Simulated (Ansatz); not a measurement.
A run of Ansatz 0.2.0 is set up as follows.

input.yaml

```yaml
crystal:
  lattice:
    - [4.6584121839, 0.0, 0.0]
    - [0.0, 4.52638858, 0.0]
    - [-0.3459734563, 0.0, 6.5119480672]
  atoms:
    - { symbol: Bi, position: [0.252499, 0.245627, 0.753672] }
    - { symbol: Bi, position: [0.748621, 0.752318, 0.249003] }
    - { symbol: Bi, position: [0.261305, 0.242559, 0.251097] }
    - { symbol: Bi, position: [0.742836, 0.735493, 0.75244] }
kpoints:
  mp_grid: { grid: [6, 6, 4] }
scf:
  occupations: { method: fermi_dirac, width: 0.05 }
hamiltonian:
  xc: pbesol
  pseudopotentials: { kind: all_electron, lapw: { basis_error: 0.001 } }
output:
  forces: true
  stress: true
  eigenvalues: true
  populations: true
```

Potentials or basis: all-electron LAPW, scalar-relativistic.

Run with:

```console
$ ansatz run input.yaml --threads 2 --pin off --max-ram 8192MiB --backend cpu --events-out ev --progress --plain --runs-dir out
```

Estimate the band gap on the k mesh.

none (metal or under the smearing width).

Predict the pressure.

-1.2 GPa.

Predict the largest force.

0.131 eV/Å.

Stress tensor (GPa, compression positive):
```
-2.01 -0.02  0.30
-0.02 -1.27 -0.01
 0.30 -0.01 -0.46
```

Caveat: spin-orbit coupling is left out, which moves the levels of the heavy elements.
